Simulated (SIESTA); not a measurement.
Crystal: CuO (Tenorite).

```
CELL_PARAMETERS angstrom
2.34185 -1.71130 0.00000
2.34185 1.71130 0.00000
-0.85003 0.00000 5.05787
ATOMIC_POSITIONS crystal
Cu 0.50000 0.00000 0.50000
Cu 0.00000 0.50000 0.00000
O 0.41840 0.58160 0.75000
O 0.58160 0.41840 0.25000
```

Base run:

```yaml
Program: SIESTA 5.4.2
Functional: PBE
Potentials_or_basis: PseudoDojo 0.4 standard (PBE files)
Basis: TZDP (energy shift 0.003 Ry; two zetas on semicore shells)
Grid_cutoff: 800 Ry
Energy_shift: 0.003 Ry
k_mesh: 10 × 10 × 5
Occupations: fermi-dirac, width 0.05 eV
Spin: no spin polarisation
```

Its results: band gap on the k mesh none (metal or under the smearing width); pressure 5.7 GPa; largest force 0.140 eV/Å.

Problem. The run is repeated on the same cell with these changes: basis from TZDP (energy shift 0.003 Ry; two zetas on semicore shells) to DZP (energy shift 0.003 Ry; two zetas on semicore shells). What comes out?

Solution. Band gap on the k mesh none (metal or under the smearing width); pressure 7.0 GPa; largest force 0.096 eV/Å.

Caveats: short orbitals over semicore shells can move pressures by several GPa; the basis of atomic orbitals isn't converged, which shifts pressures, moduli and gaps; the run has no spin polarisation, though such a crystal can be magnetic; semilocal functionals often make such compounds metallic where correlation or magnetic order opens a gap, which also shifts bond lengths.
